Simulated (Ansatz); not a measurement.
**Ba: energy along a strain**

Ba, Fm-3m, a = 6.465 Å (as given, not relaxed at this level: -0.4 GPa). This isn't the element's structure at ambient conditions. Ansatz: PBE, PAW, 420 eV, Γ-centred 14×14×14 mesh on 1 atom, Gaussian smearing 0.15 eV; no spin polarisation. Cell vectors (Å): 0.000 3.233 3.233; 3.233 0.000 3.233; 3.233 3.233 0.000. The cell is strained by x per cent times the pattern (0 0 0 1 0 0) in the order xx yy zz yz xz xy (engineering shears), with fractional coordinates held. y is the free energy over the start, V0 = 67.563 Å³/atom. Symmetry makes y even in x.

```tsv
x (%)	y (meV/atom)
-2.00	?
-1.00	0.18
0.00	0.00
0.50	0.04
1.25	0.28
1.50	0.40
1.75	0.54
```

Fit y = c2 x² + c4 x⁴ to the other rows, get the stiffness along the pattern, and predict the missing energy.

Least squares on the rows shown. y = 0.1809 x² − 0.001464 x⁴. The clamped-ion stiffness p·C·p = 2 × 1.809 eV × 160.2 / 67.563 Å³ = 8.6 GPa, which is C44 in these axes (second derivative at the start, which stands under stress). At x = -2.00 the fit asked for gives 0.70 meV/atom. The run gave 0.71 meV/atom, so the fit is 0.01 meV/atom too low, a small miss on the scale of the series.